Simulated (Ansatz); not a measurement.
The system is Nb.

```xyz
1
Lattice="0.0000 2.1150 2.1150 2.1150 0.0000 2.1150 2.1150 2.1150 0.0000" Properties=species:S:1:pos:R:3 pbc="T T T"
Nb    0.0000    0.0000    0.0000
```

This isn't the form of Nb at room conditions, which is bcc.

Base run:

* Program: Ansatz 0.2.0
* Functional: PBEsol
* Potentials or basis: Ansatz PAW
* Cutoff: 420 eV
* Density cutoff: 1680 eV
* k mesh: 11 × 11 × 11
* Occupations: fermi-dirac, width 0.05 eV
* Spin: no spin polarisation

Its results: band gap on the k mesh none (metal or under the smearing width); pressure -7.4 GPa.

Q: The run is repeated on the same cell with these changes: functional from PBEsol to BLYP. What comes out?

A: Band gap on the k mesh none (metal or under the smearing width); pressure 4.1 GPa.

BLYP binds less tightly than PBEsol, so the same cell stands under more pressure.

Caveats: the PAW data sets come from PBE, with cores solved anew for the run's functional, which leaves a small shift of forces and pressure; the potentials were made for another functional, which shifts forces and pressure (some runs).

Not every run made on this cell is shown here.
